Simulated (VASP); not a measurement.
**Te: band structure with PBE+D3(BJ)**

The system is Te.

```
CELL_PARAMETERS angstrom
4.31103 0.00000 0.00000
-2.15551 3.73346 0.00000
0.00000 0.00000 5.97374
ATOMIC_POSITIONS crystal
Te 0.28531 0.00000 0.33333
Te 0.00000 0.28531 0.66667
Te 0.71469 0.71469 0.00000
```

| Quantity | Value |
| --- | --- |
| Program | VASP 6.6.1 |
| Task | band structure |
| Functional | PBE |
| Dispersion | D3(BJ) |
| Potentials or basis | VASP PAW PBE potentials, release 64 (Te) |
| Cutoff | 520 eV |
| k mesh | 6 × 6 × 4 |
| Occupations | gaussian, width 0.03 eV |
| Spin | spin-orbit coupling, no magnetisation |
| Further INCAR settings | ALGO = Normal; EDIFF = 1e-07; NBANDS = 33 |

* Pressure: 0.4 GPa
* Largest force: 0.011 eV/Å
* Valence electrons inside the program's atomic spheres: Te 3.29
* Dispersion energy per atom: -0.457 eV

Forces in eV/Å, atoms in the order of the input:
```
Te   0.011  0.000  0.000
Te  -0.005  0.009  0.000
Te  -0.005 -0.009  0.000
```

Stress tensor (GPa, compression positive):
```
0.24 0.00 0.00
0.00 0.24 0.00
0.00 0.00 0.59
```

Wall time 4.9 min on 1 thread of Intel(R) Xeon(R) 6975P-C (Granite Rapids), on a shared host, peak memory 0.54 GiB.
